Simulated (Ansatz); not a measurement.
LiI (rock salt, space group No. 225), r²SCAN (plane waves, PAW; program Ansatz): ε∞ = 3.81, cell volume 54.51 Å³. Infrared-active transverse modes:

| ω_TO (cm⁻¹) | oscillator strength S_xx (e²/amu) |
|---|---|
| 124.7 | 0.2581 |

### Question
Compute the static dielectric constant.

### Answer
Each mode adds (4.921e7/V) S/ω²: 14.99. So ε0 = 18.8.

### Question
What LO frequency does the Lyddane–Sachs–Teller relation give?

### Answer
ω_LO = ω_TO √(ε0/ε∞) = 277 cm⁻¹.

Space group Fm-3m (rock salt). The r²SCAN relaxation kept the symmetry of its start; phonons on a q-mesh show no instability. Scalar-relativistic: spin–orbit coupling is off unless named, which matters more the heavier the elements.

Potentials: the later of the program's two PAW sets.
